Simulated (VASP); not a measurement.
Write the native input for VASP 6.6.1 that does the following.

| Item | Value |
| --- | --- |
| Task | single point |
| Functional | PBE |
| Potentials or basis | VASP PAW PBE potentials, release 64 (Pd) |
| Cutoff | 520 eV |
| k mesh | 20 × 20 × 20 |
| Occupations | gaussian, width 0.15 eV |
| Spin | no spin polarisation |
| Dipole correction | no |
| Further INCAR settings | ALGO = Normal; EDIFF = 1e-07; NBANDS = 11 |

The structure of Pd lies in POSCAR:

```
Pd
1.0
    0.0000000000      2.0421450000      1.8476550000
    2.0421450000      0.0000000000      1.8476550000
    2.0421450000      2.0421450000      0.0000000000
Pd
1
Direct
    0.0000000000      0.0000000000      0.0000000000
```

This isn't the form of Pd at room conditions, which is fcc.

The cell isn't the ideal one: strain +0.050 along x and y, -0.050 along z, atoms carried along.

One way to write it, as run:

INCAR

```
PREC = Accurate ; ENCUT = 520
EDIFF = 1E-7 ; ISMEAR = 0
SIGMA = 0.15 ; LREAL = False
LASPH = True ; NELM = 100
ALGO = Normal ; ISIF = 2
LWAVE = False ; LCHARG = False
GGA = PE ; NBANDS = 11
```

KPOINTS

```
regular mesh
0
Gamma
  20 20 20
```

Potentials or basis: VASP PAW PBE potentials, release 64 (Pd).

Launch:

```bash
$ cat potpaw_PBE.64/Pd/POTCAR > POTCAR
$ mpirun -np 1 vasp_std > vasp.out
```

Results of the run:

The pressure is -0.8 GPa. The band gap on the k mesh is none (metal or under the smearing width).

Run time: 74 s on 1 thread of Intel(R) Xeon(R) Platinum 8259CL CPU @ 2.50GHz (Skylake/Cascade Lake) (shared host), peak memory 0.22 GiB.
